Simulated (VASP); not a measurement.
**Results of a VASP single-point calculation on Si (diamond)**

POSCAR

```
Si
 1.0000000000000000
     0.0000000000000000    2.7221188960354810    2.7221188960354810
     2.7221188960354810   -0.0000000000000000    2.7221188960354810
     2.7221188960354810    2.7221188960354810   -0.0000000000000000
 Si
   2
Cartesian
 -0.0000000000000000  0.0000000000000000 -0.0000000000000000
  1.3610594480177407  1.3610594480177407  1.3610594480177407
```

The gap between bands v and c is 0.59 eV and the least direct gap is 2.56 eV.

Band v is the last that the valence electrons fill when counted band by band, and c is the next. Levels in eV from the top of v:

```tsv
point	v−1	v	c	c+1
Γ	0.00	0.00	2.56	2.56
X	-2.83	-2.83	0.73	0.73
W	-3.82	-3.82	4.27	4.27
K	-4.26	-2.41	1.22	4.12
L	-1.19	-1.19	1.51	3.34
```

Which of these levels of theory gave these results?
A. PBE with spin–orbit coupling
B. r²SCAN
C. PBE0
D. HSE06
E. PBEsol
F. PBE
G. LDA

F.

The INCAR was:

```
LWAVE = .FALSE.
GGA = PE
ENCUT = 520
PREC = Accurate
NELM = 120
LREAL = .FALSE.
LCHARG = .FALSE.
ISMEAR = -1
EDIFF = 1E-7
ISIF = 2
LASPH = .TRUE.
SIGMA = 0.02
NSW = 0
IBRION = -1
NBANDS = 11
```
